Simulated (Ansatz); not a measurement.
This log comes from Ansatz, run on a 4-atom cell of AlN started from a crystallographic database. Cell and atoms come from a relaxation with r2SCAN.

The cell:
```xyz
4
Lattice="3.1067 0.0000 0.0000 -1.5533 2.6905 0.0000 0.0000 0.0000 4.9786" Properties=species:S:1:pos:R:3 pbc="T T T"
Al    0.0000    1.7937   -0.0040
Al    1.5533    0.8968    2.4853
N     0.0000    1.7937    1.8958
N     1.5533    0.8968    4.3851
```

Output, abridged:
```
Crystal: 4 atoms, lattice volume = 41.613 Å³
Basis set: ecut = 500 eV, 1087 PW (Γ)
Bands: 12, of which v1, the nominal top of the filled ones, is band 8 counted from 1 (7 counted from 0)
Symmetry: 12 space group operations
k-points: 95 of 324 (irreducible under 2 space group operations, time reversal used)
preconditioner: auto → none  [insulator: Δε(μ)=4.782 eV  ℏωp=23.0 eV]
SCF 1 converged in 9 iterations: F = -1856.970384 eV  dr2 = 3.13e-12
SCF 1 converged in 3 iterations: F = -1856.966680 eV  dr2 = 3.75e-8
SCF converged after 9 iterations
Free energy (F): -1856.970384 eV
Fermi energy:    6.928367 eV
--- Per-component energies (eV) ---
  E_band       = 23.146150
  E_kinetic    = 321.366979
  E_local      = -448.700777
  E_nonlocal   = 108.522433
  E_hartree    = 157.350875
  E_xc         = -197.824351
  E_vxc        = -238.489059
  E_paw        = -1204.935801
  E_vpaw       = -47.058222
  E_vtau       = 12.803047
  E_ewald      = -592.570436
  E_core_change = -0.179345
--- Dielectric response (ions clamped): 3 representative field directions + reference, inside a basis on a mesh of 400 k-points ---
  ε∞ (high-frequency dielectric tensor):
        4.136794     0.000000     0.000000
        0.000000     4.136794     0.000000
        0.000000     0.000000     4.328361
  Born effective charges Z* (e; rows j = field, columns β = displacement):
    site 0:
         2.52699    0.00000    0.00000
         0.00000    2.52699    0.00000
         0.00000    0.00000    2.68100
    site 1:
         2.52699    0.00000    0.00000
         0.00000    2.52699    0.00000
         0.00000    0.00000    2.68100
    site 2:
        -2.52699    0.00000    0.00000
         0.00000   -2.52699    0.00000
         0.00000    0.00000   -2.68100
    site 3:
        -2.52699    0.00000    0.00000
         0.00000   -2.52699    0.00000
         0.00000    0.00000   -2.68100
  ε∞ is read to err by 1.2e-2, Z* by 9.9e-3 e
```

**Question.** Reconstruct the input.

**Answer.**
```yaml
crystal:
  # lattice and atoms as above
kpoints:
  mp_grid: { grid: [9, 9, 4] }
hamiltonian:
  xc: r2scan
scf:
  occupations: { method: fixed }
dielectric: {}
```
The term E_vtau belongs to a meta-GGA, which reads the kinetic-energy density. There is no exchange loop, so no exact exchange. A response with clamped ions alone is the dielectric block. Close relatives of this functional can't be ruled out from these lines alone. Keys that aren't typed take their defaults; thresholds and the kind of smearing can't be read off these lines.

Command: `ansatz run input.yaml --threads 2 --pin off --max-ram 2211MiB --backend cpu --events-out ev --progress --plain --runs-dir out`. Wall time 17 s on 2 threads of AMD EPYC 9R45 96-Core Processor (Zen 5), on a shared host, load about 0.3 per core; peak host memory 0.86 GiB.

No spin polarisation and no zero-point or thermal motion.
